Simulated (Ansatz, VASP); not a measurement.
Two plane-wave programs on Au

INCAR

```
ALGO = Normal ; EDIFF = 1E-7
ENCUT = 520 ; GGA = PE
ISIF = 2 ; ISMEAR = 0
LASPH = True ; LCHARG = True
LELF = True ; LREAL = False
LVHAR = True ; LWAVE = False
NBANDS = 12 ; NELM = 100
PREC = Accurate ; SIGMA = 0.1
```

KPOINTS

```
k-points
0
Gamma
  18 18 18
```

POSCAR

```
Au
1.0
    0.0000000000      1.9923266647      1.9923266647
    1.9923266647      0.0000000000      1.9923266647
    1.9923266647      1.9923266647      0.0000000000
Au
1
Direct
    0.0000000000      0.0000000000      0.0000000000
```

Input for Ansatz:

```yaml
crystal:
  lattice:
    - [0.0, 1.9923266646, 1.9923266646]
    - [1.9923266646, 0.0, 1.9923266646]
    - [1.9923266646, 1.9923266646, 0.0]
  atoms:
    - { symbol: Au, position: [0.0, 0.0, 0.0] }
basis:
  ecutwfc: 420
kpoints:
  mp_grid: { grid: [18, 18, 18] }
hamiltonian:
  xc: pbe
scf:
  occupations: { method: gaussian, width: 0.1 }
output:
  forces: true
  stress: true
  eigenvalues: true
  write_density: true
  write_potential: true
  elf: true
  volumetric_format: npy
```

Alike in both runs: task single point; functional PBE; k mesh 18 × 18 × 18; occupations gaussian, width 0.1 eV; no spin polarisation.

|  | VASP | Ansatz |
| --- | --- | --- |
| version | VASP 6.6.1 | Ansatz 0.2.0 |
| potentials or method | VASP PAW PBE potentials, release 64 (Au) | scalar-relativistic, plane waves, PAW |
| plane-wave cutoff (eV) | 520 | 420 |
| valence electrons in the cell | 11 | 19 |

|  | VASP | Ansatz | Ansatz less VASP |
| --- | --- | --- | --- |
| gap on the k mesh at the Fermi level (eV) | none | none | - |
| pressure (GPa) | 25.7 | 26.1 | +0.41 |

A gap of «none» marks a metal or a gap that the smearing closes. With one functional, cell and mesh, what is left measures potentials, basis and numerics. The two sets of potentials don't hold the same shells in valence.

Caveats: so large a pressure means that the cell lies far from this level's equilibrium, or that cutoff or potentials fall short (VASP). The runs have no spin-orbit coupling, so splittings on Au are missing.
